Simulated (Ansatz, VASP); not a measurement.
AlN in VASP and in Ansatz

INCAR

```
ALGO = Fast
EDIFF = 1E-7
ENCUT = 520
GGA = PE
ISIF = 2
ISMEAR = -1
LASPH = T
LCHARG = F
LREAL = F
LWAVE = F
NBANDS = 11
NELM = 80
PREC = Accurate
SIGMA = 0.02
```

Contents of KPOINTS:

```
k-points
0
Gamma
  10 10 10
```

File POSCAR:

```
AlN
1.0
    0.0000000000      2.0126099532      2.0188684454
    2.0126099532      0.0000000000      2.0188684454
    2.0126099532      2.0126099532      0.0000000000
Al N
1 1
Direct
    0.0000000000      0.0000000000      0.0000000000
    0.5000000000      0.5000000000      0.5000000000
```

Input for Ansatz:

```yaml
crystal:
  lattice:
    - [0.0, 2.0126099532, 2.0188684454]
    - [2.0126099532, 0.0, 2.0188684454]
    - [2.0126099532, 2.0126099532, 0.0]
  atoms:
    - { symbol: Al, position: [0.0, 0.0, 0.0] }
    - { symbol: "N", position: [0.5, 0.5, 0.5] }
kpoints:
  mp_grid: { grid: [10, 10, 10] }
  band_path:
    path:
      - [0.0, 0.0, 0.0]
      - [0.5, 0.0, 0.5]
      - [0.625, 0.25, 0.625]
      - [0.375, 0.375, 0.75]
      - [0.5, 0.5, 0.5]
      - [0.5, 0.25, 0.75]
    npoints: 1
hamiltonian:
  xc: pbe
scf:
  occupations: { method: fermi_dirac, width: 0.02 }
  n_extra_bands: 4
output:
  forces: true
  stress: true
  eigenvalues: true
```

Change from the starting cell: biaxial_xy strain -0.3%.

Alike in both runs: task single point; functional PBE; k mesh 10 × 10 × 10; occupations fermi-dirac, width 0.02 eV; no spin polarisation.

```csv
,VASP,Ansatz
version,VASP 6.6.1,Ansatz 0.2.0
potentials or method,"VASP PAW PBE potentials, release 64 (Al, N)","plane waves, PAW"
plane-wave cutoff (eV),520,420
valence electrons in the cell,8,8
```

Ansatz gave:

```
gap on the k mesh at the Fermi level (eV)       : 4.71
pressure (GPa)                                  : 8.2
largest component of the traceless stress (GPa) : 0.63
```

**Question.** Which values does VASP return?

**Answer.** gap on the k mesh at the Fermi level (eV): 4.68; pressure (GPa): 7.9; largest component of the traceless stress (GPa): 0.63.

A k mesh can miss the band edges.
